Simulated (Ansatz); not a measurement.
Al2Pt: equation of state with LDA

Al2Pt:

```
Pt Al
1.0
     0.00000    2.95500    2.95500
     2.95500    0.00000    2.95500
     2.95500    2.95500    0.00000
Pt Al
1 2
Direct
  0.00000 0.00000 0.00000
  0.75000 0.75000 0.75000
  0.25000 0.25000 0.25000
```

- Program: Ansatz 0.2.0
- Task: equation of state
- Functional: LDA
- Potentials or basis: all-electron LAPW, scalar-relativistic
- Basis error allowed: 0.002 eV/atom
- k mesh: 8 × 8 × 8
- Occupations: fermi-dirac, width 0.05 eV
- Spin: no spin polarisation

```yaml
Equilibrium_volume: 16.71 Å³/atom
Bulk_modulus: 145 GPa
Pressure_derivative_of_the_bulk_modulus: 4.5
```

Energy against volume, from the lowest point:
```csv
volume (Å³/atom),energy (meV/atom)
16.170,7.97
16.514,0.55
16.858,0.00
17.202,5.58
17.546,16.62
17.890,32.54
18.234,52.82
```

All runs of the series together: 40 s on 2 threads of Arm Neoverse V2, on a shared host.

The run has no spin-orbit coupling, so splittings on Pt are missing. LDA usually gives volumes a few per cent too small.
